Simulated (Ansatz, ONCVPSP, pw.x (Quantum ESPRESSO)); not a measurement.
# pw.x on diamond P: one setting changed

Potential: optimised norm-conserving Vanderbilt (ONCV), ONCVPSP 4.0.1.1 (patched build), PBE; core [Ne], reference 3s2 3p3; waves: 3s: rc 1.60 bohr, ncon 4, nbas 8, qcut 3.2 1/bohr, 2 projectors, debl 1.5 Ha; 3p: rc 1.90 bohr, ncon 3, nbas 7, qcut 3.5 1/bohr, 2 projectors, debl 1.4 Ha; d scattering state at 0.15 Ha: rc 1.60 bohr, ncon 4, nbas 7, qcut 6.8 1/bohr, local; local part: the d channel; core correction: polynomial model core, fcfact 0.22.

The reference run (k-mesh 8³, cutoffs 155/620 Ry, Fermi–Dirac 0.01 Ry, mixing_beta 0.4, conv_thr 1e-9, no spin) gives -0.16 GPa at 20.949 Å³/atom, where all-electron LAPW gives -0.21 GPa. This run, with its own iteration cap, changes nbnd to 8.

```
&control
  calculation='scf', prefix='x', pseudo_dir='./', outdir='./tmp', tstress=.true., disk_io='none'
/
&system
  ibrav=0, nat=2, ntyp=1, ecutwfc=155, ecutrho=620, nbnd=8,
  occupations='smearing', smearing='fd', degauss=0.01
/
&electrons
  conv_thr=1e-09, mixing_beta=0.4, electron_maxstep=50
/
ATOMIC_SPECIES
P 1.0 P.UPF
CELL_PARAMETERS angstrom
  0.00000000 2.75668895 2.75668895
  2.75668895 0.00000000 2.75668895
  2.75668895 2.75668895 0.00000000
ATOMIC_POSITIONS crystal
P 0.0000 0.0000 0.0000
P 0.2500 0.2500 0.2500
K_POINTS automatic
8 8 8 0 0 0
```

```bash
pw.x < P.scf.in > P.scf.out
```

Q: How does the run end?

A: It converges in 7 iterations; the free energy moves by +0.0 meV/atom and the pressure by +0.00 GPa. The result is that of the reference run.

```
Message from routine setup:
     using ibrav=0 with symmetry is DISCOURAGED, use correct ibrav instead
     lattice parameter (alat)  =       7.3672  a.u.
     unit-cell volume          =     282.7417 (a.u.)^3
     number of electrons       =        10.00
     number of Kohn-Sham states=            8
     kinetic-energy cutoff     =     155.0000  Ry
     charge density cutoff     =     620.0000  Ry
     scf convergence threshold =      1.0E-09
     Exchange-correlation= PBE
     number of k points=    29  Fermi-Dirac smearing, width (Ry)=  0.0100
     iteration #  1     ecut=   155.00 Ry     beta= 0.40
     total energy              =     -30.90850293 Ry
     estimated scf accuracy    <       0.01603020 Ry
     iteration #  2     ecut=   155.00 Ry     beta= 0.40
     total energy              =     -30.90751921 Ry
     estimated scf accuracy    <       0.00478502 Ry
     iteration #  3     ecut=   155.00 Ry     beta= 0.40
     total energy              =     -30.90772071 Ry
     estimated scf accuracy    <       0.00008081 Ry
     iteration #  4     ecut=   155.00 Ry     beta= 0.40
     total energy              =     -30.90774261 Ry
     estimated scf accuracy    <       0.00000127 Ry
     iteration #  5     ecut=   155.00 Ry     beta= 0.40
     total energy              =     -30.90774351 Ry
     estimated scf accuracy    <       0.00000010 Ry
     iteration #  6     ecut=   155.00 Ry     beta= 0.40
     total energy              =     -30.90774351 Ry
     estimated scf accuracy    <       0.00000007 Ry
     iteration #  7     ecut=   155.00 Ry     beta= 0.40
     the Fermi energy is     6.6613 ev
!    total energy              =     -30.90774351 Ry
     estimated scf accuracy    <          2.6E-11 Ry
     smearing contrib. (-TS)   =      -0.00745042 Ry
     The total energy is F=E-TS. E is the sum of the following terms:
     one-electron contribution =       3.98196563 Ry
     hartree contribution      =       2.54953957 Ry
     xc contribution           =     -11.58039814 Ry
     ewald contribution        =     -25.85140014 Ry
     convergence has been achieved in   7 iterations
          total   stress  (Ry/bohr**3)                   (kbar)     P=       -1.56
     Message from routine punch:
     Nothing written, as per user request (disk_io='none')
```

The run took about 36 s on one core of a shared host (Intel(R) Xeon(R) Platinum 8259CL CPU @ 2.50GHz, 96 threads, 755 GiB, load 61).
